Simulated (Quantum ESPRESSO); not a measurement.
Crystal: Sr.

```
Sr
1.0
     4.31000    0.00000    0.00000
    -2.15500    3.73257    0.00000
     0.00000    0.00000    7.05000
Sr
2
Direct
  0.66667 0.33333 0.75000
  0.33333 0.66667 0.25000
```

This isn't the form of Sr at room conditions, which is fcc.

| Quantity | Value |
| --- | --- |
| Program | Quantum ESPRESSO 7.5 |
| Task | single point |
| Functional | PBE |
| Potentials or basis | SSSP 1.3 efficiency PBE |
| Cutoff | 748 eV |
| Density cutoff | 5987 eV |
| k mesh | 7 × 7 × 4 |
| Occupations | fermi-dirac, width 0.05 eV |
| Spin | no spin polarisation |

On this cell: pressure -0.3 GPa; largest force under 0.003 eV/Å; band gap on the k mesh none (metal or under the smearing width).

The same run follows on a disturbed copy (atoms moved at random, drawn with an rms of 0.05 Å):

```
Sr
1.0
     4.31000    0.00000    0.00000
    -2.15500    3.73257    0.00000
     0.00000    0.00000    7.05000
Sr
2
Direct
  0.66611 0.33272 0.75150
  0.34671 0.67081 0.24174
```

Q: What does the disturbed cell give?

A: The energy (extrapolated to zero smearing) moves by +1.7 meV/atom; pressure -0.2 GPa; largest force 0.091 eV/Å; band gap on the k mesh none (metal or under the smearing width).

Forces in eV/Å, atoms in the order of the input:
```
Sr   0.014  0.004 -0.089
Sr  -0.014 -0.004  0.089
```

Stress tensor (GPa, compression positive):
```
-0.43 -0.06 -0.01
-0.06 -0.38  0.00
-0.01  0.00  0.08
```
